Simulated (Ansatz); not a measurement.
# Zone-centre phonons of ZrO$_{2}$ at 35 GPa: input and output

These are results of DFT PBE, scalar-relativistic, plane waves, PAW (Ansatz 0.2.0), not measurements.

Launched with:
```bash
ansatz run input.yaml --threads 1 --pin off --max-ram 3072MiB --backend cpu --events-out ev --progress --plain --runs-dir out
```

Input (bare energies are in eV):
```yaml
crystal:
  lattice:
    - [3.4803580945, 0.0, 0.0]
    - [0.0, 3.4803580945, 0.0]
    - [0.0, 0.0, 4.9373352066]
  atoms:
    - { symbol: Zr, position: [0.0, 0.0, 0.0] }
    - { symbol: Zr, position: [0.5, 0.5, 0.5] }
    - { symbol: O, position: [0.0, 0.5, 0.2299615439] }
    - { symbol: O, position: [0.0, 0.5, 0.7299615439] }
    - { symbol: O, position: [0.5, 0.0, 0.2700384561] }
    - { symbol: O, position: [0.5, 0.0, 0.7700384561] }
basis:
  ecutwfc: 420
kpoints:
  mp_grid: { grid: [8, 8, 6] }
hamiltonian:
  xc: pbe
scf:
  occupations: { method: fixed }
output:
  eigenvalues: true
phonons:
  method: dfpt
  dielectric: true
  rigid_motions: translations
  eigenvectors: true
```

Results section of the output:
```
--- Phonons (Γ-DFPT): 5 representative perturbations + reference, on 196 of 384 k-points (Σ response iterations 17) ---
  k mesh reduced under 1 symmetry operation, with k and −k counted as one. Each operation leaves every solved perturbation unchanged. A smaller set is not considered because the run solves the response ...
  ASR residual: 3.027e-4 → 0.000e0 eV/Å²; symmetrization residual: 1.656e-6 eV/Å²
  ASR residual per site (eV/Å²): 3.03e-4 3.03e-4 4.95e-5 4.95e-5 4.95e-5 4.95e-5
  Γ frequencies (cm⁻¹): 0.00 0.00 0.00 159.25 171.06 171.06 284.95 284.95 362.93 384.53 443.91 443.91 584.46 584.46 655.39 690.02 690.02 753.64
  ε∞ (high-frequency dielectric tensor):
        5.697419     0.000000    -0.000000
        0.000000     5.697419     0.000000
       -0.000000     0.000000     5.551901
  ε⁰ (static dielectric tensor: ions relaxed, cell fixed):
       26.179056     0.000000    -0.000000
        0.000000    26.179056     0.000000
       -0.000000     0.000000    22.031111
  ε⁰ − ε∞ (ionic part):
       20.481637     0.000000    -0.000000
        0.000000    20.481637     0.000000
       -0.000000     0.000000    16.479210
  softest optical mode at Γ: 159.25 cm⁻¹; the repairs (sum rule, projections) moved no ω² at Γ by more than (1.19 cm⁻¹)²
  Born effective charges Z* (e; rows j = field, columns β = displacement):
    site 0:
         5.77159    0.00000    0.00000
         0.00000    5.77159    0.00000
        -0.00000    0.00000    5.58990
    site 1:
         5.77159    0.00000    0.00000
         0.00000    5.77159    0.00000
         0.00000    0.00000    5.58990
    site 2:
        -2.54849   -0.00000   -0.00000
         0.00000   -3.22310   -0.00000
        -0.00000   -0.00000   -2.79495
    site 3:
        -3.22310   -0.00000   -0.00000
        -0.00000   -2.54849   -0.00000
        -0.00000   -0.00000   -2.79495
    site 4:
        -2.54849   -0.00000   -0.00000
        -0.00000   -3.22310   -0.00000
         0.00000   -0.00000   -2.79495
    site 5:
        -3.22310   -0.00000   -0.00000
        -0.00000   -2.54849   -0.00000
         0.00000   -0.00000   -2.79495
  Z* charge neutrality: 3.198e-3 e pre-enforcement
  solved inside a basis spanned on kpoints, on 8×8×6 k-points, its susceptibility summed on 12×12×8: ε∞ is read to err by 1.6e-2, Z* by 2.1e-2 e (field_mesh: kpoints solves on kpoints); Z* is corrected for ...
  optical modes at Γ without the LO–TO term, one row a degenerate level:
      ω (cm⁻¹) modes IR ((D/Å)²/amu)
        159.25      1             0.0000
        171.06      2             0.0000
        284.95      2            66.7576
        362.93      1            60.8638
        384.53      1             0.0000
        443.91      2            64.3244
        584.46      2             0.0000
        655.39      1             0.0000
        690.02      2             0.0000
        753.64      1             0.0000
  optical modes at Γ + LO–TO along q̂ = [1.0000, 0.0000, 0.0000]:
      ω (cm⁻¹) modes IR ((D/Å)²/amu)
        159.25      1             0.0000
        171.06      2             0.0000
        284.95      1            33.3788
        362.93      1            60.8638
        363.51      1             1.2454
        384.53      1             0.0000
        443.91      1            32.1622
        584.46      2             0.0000
        655.39      1             0.0000
        690.02      2             0.0000
        745.90      1            64.2955
        753.64      1             0.0000
  optical modes at Γ + LO–TO along q̂ = [0.0000, 1.0000, 0.0000]:
      ω (cm⁻¹) modes IR ((D/Å)²/amu)
        159.25      1             0.0000
        171.06      2             0.0000
        284.95      1            33.3788
        362.93      1            60.8638
        363.51      1             1.2454
        384.53      1             0.0000
        443.91      1            32.1622
        584.46      2             0.0000
        655.39      1             0.0000
        690.02      2             0.0000
        745.90      1            64.2955
        753.64      1             0.0000
  optical modes at Γ + LO–TO along q̂ = [0.0000, 0.0000, 1.0000]:
      ω (cm⁻¹) modes IR ((D/Å)²/amu)
        159.25      1             0.0000
        171.06      2             0.0000
        284.95      2            66.7576
        384.53      1             0.0000
        443.91      2            64.3244
        584.46      2             0.0000
        655.39      1             0.0000
        690.02      2             0.0000
        722.97      1            60.8638
        753.64      1             0.0000
```

The run took 2.3 min on 1 thread of AMD EPYC 9R45 96-Core Processor (Zen 5), on a shared host, peak memory 1.7 GiB.

Other phases may be more stable at this pressure.

This fluorite-type form isn't the usual stable structure of the compound at low pressure.